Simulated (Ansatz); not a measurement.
# Zr: one candidate structure

Where does Zr go from the start given, samarium (9R) type (R-3m, No. 166)?

Method: DFT PBE, scalar-relativistic, plane waves, PAW, in Ansatz 0.2.0.

## (1) The structure to begin with

The structure is trigonal, space group R-3m (No. 166). The conventional cell has a = 3.395 Å, b = 3.395 Å, c = 24.614 Å, α = 90.00°, β = 90.00°, γ = 120.00°. Zr (site symmetry -3m) is surrounded by 12 Zr at 3.36 to 3.40 Å. Zr (site symmetry 3m) is surrounded by 12 Zr at 3.36 to 3.40 Å.

Coordinates:

```cif
data_structure
_symmetry_space_group_name_H-M 'P 1'
_symmetry_Int_Tables_number 1
_cell_length_a 8.4356
_cell_length_b 8.4356
_cell_length_c 8.4356
_cell_angle_alpha 23.220
_cell_angle_beta 23.220
_cell_angle_gamma 23.220
_cell_volume 81.91
loop_
_atom_site_label
_atom_site_type_symbol
_atom_site_fract_x
_atom_site_fract_y
_atom_site_fract_z
_atom_site_occupancy
Zr1 Zr 0.00000 0.00000 0.00000 1
Zr2 Zr 0.22222 0.22222 0.22222 1
Zr3 Zr 0.77778 0.77778 0.77778 1
```

(A quick probe on a coarse mesh, which set the mesh and smearing, is not shown.)

## (3) Rough relaxation on the coarse mesh

The input, input.yaml:

```yaml
crystal:
  lattice:
    - [1.6976545112, 0.980141289, 8.2046577289]
    - [-1.6976545112, 0.980141289, 8.2046577289]
    - [0.0, -1.9602825781, 8.2046577289]
  atoms:
    - { symbol: Zr, position: [0.0, 0.0, 0.0] }
    - { symbol: Zr, position: [0.22222, 0.22222, 0.22222] }
    - { symbol: Zr, position: [0.77778, 0.77778, 0.77778] }
basis:
  ecutwfc: 420
kpoints:
  mp_grid: { grid: [6, 6, 6] }
hamiltonian:
  xc: pbe
scf:
  occupations: { method: gaussian, width: 0.1 }
  lower_state_search: "off"
output:
  forces: true
  stress: true
  eigenvalues: true
relax:
  adjacent_minimum: "off"
  f_tol: 0.04
  max_steps: 70
  cell: { stress_tol: 0.4 }
```

The session goes on with these runs: the relaxation.

What does the calculation give?

**Answer**, as computed:

```
           quantity                                                                        value
cell (conventional)  a = 3.224 Å, b = 3.224 Å, c = 23.387 Å, α = 90.00°, β = 90.00°, γ = 120.00°
        space group                                                               R-3m (No. 166)
             volume                                                                23.39 Å³/atom
    gap on the mesh                                                                 none (metal)
```

**Reading.** The space group stayed R-3m, and from the first guess the volume went from 27.30 to 23.39 Å³/atom.
